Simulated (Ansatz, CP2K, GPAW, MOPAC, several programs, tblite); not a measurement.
# What cheap methods get right for BaS

Aim: run BaS through methods of unlike cost and see what each gets, and at what price.

Computed with MOPAC, tblite, CP2K, GPAW, Ansatz (versions at each run) (no spin polarisation, static lattice; gaps from single points on the cell relaxed beforehand with r²SCAN, unless a step's input says otherwise).

### 1 Starting point

It takes space group F-43m (No. 216, cubic). Conventional cell: a = 7.039 Å, b = 7.039 Å, c = 7.039 Å, α = 90.00°, β = 90.00°, γ = 90.00°. Ba (site symmetry -43m) has 4 S at 3.05 Å as nearest neighbours. S (site symmetry -43m) has 4 Ba at 3.05 Å as nearest neighbours.

As a file:

```
Ba S
1.0
     0.00000    3.51941    3.51941
     3.51941    0.00000    3.51941
     3.51941    3.51941    0.00000
Ba S
1 1
Direct
  0.00000 0.00000 0.00000
  0.25000 0.25000 0.25000
```

The structure type (zincblende) is imposed and need not be the compound's stable one.

**Question.** The methods are PM6, PM7, GFN2-xTB (tblite), PBE/DZVP, PBE/single-zeta, PBE/SZV, coarse PBE, GLLB-SC, PBE, r2SCAN. What gap does r2SCAN give on this cell, and which other methods (full PBE left aside) come nearest to r2SCAN and farthest in gap, volume and bulk modulus?

| quantity | value |
| --- | --- |
| r2SCAN | gap 3.07 eV, 43.59 Å³/atom, B₀ 29 GPa |
| gap: nearest and farthest of the other methods | PBE/single-zeta (-0.19 eV), PBE/SZV (-3.07 eV) |
| volume: nearest and farthest of the other methods | PBE/DZVP (+2.4 %), PM7 (-4.2 %) |
| bulk modulus: nearest and farthest of the other methods | PBE/DZVP (+0 %), PM7 (+102 %) |

For the gap, of the 8 methods compared (full PBE left aside), PBE/single-zeta comes nearest to r2SCAN and PBE/SZV is farthest. For the volume, of the 2 methods compared (full PBE left aside), PBE/DZVP comes nearest to r2SCAN and PM7 is farthest. Among the 2 methods compared for the bulk modulus (full PBE left aside), PBE/DZVP is nearest to r2SCAN and PM7 farthest. A minimal basis or a coarse cutoff and mesh shifts results by its own error, so closeness to r2SCAN can be chance. Cluster runs see only the k-points that fold onto the zone centre, so their gaps can miss the band edges. GLLB-SC is compared with its derivative discontinuity added. No volume is given for PM6, GFN2-xTB (tblite), PBE/single-zeta, PBE/SZV, coarse PBE, which can hide a larger miss. Overlaps count as a gap of zero in the misses; they are PBE/SZV -0.22 eV. CPU times run from 0.73 s (coarse PBE) to 13 s (PM6). On this cell PM6, PBE/DZVP, PBE/single-zeta, GLLB-SC cost more than r2SCAN itself (7.4 s), so they are no saving here. A cluster method computes far more atoms than the primitive cell, so on a small crystal it can cost more than plane waves. GFN2-xTB (tblite), PBE/SZV disagree with r2SCAN even on whether there is a gap. r2SCAN is a yardstick, not the truth: it usually gives gaps below the measured ones. Spin-orbit coupling is left out throughout.
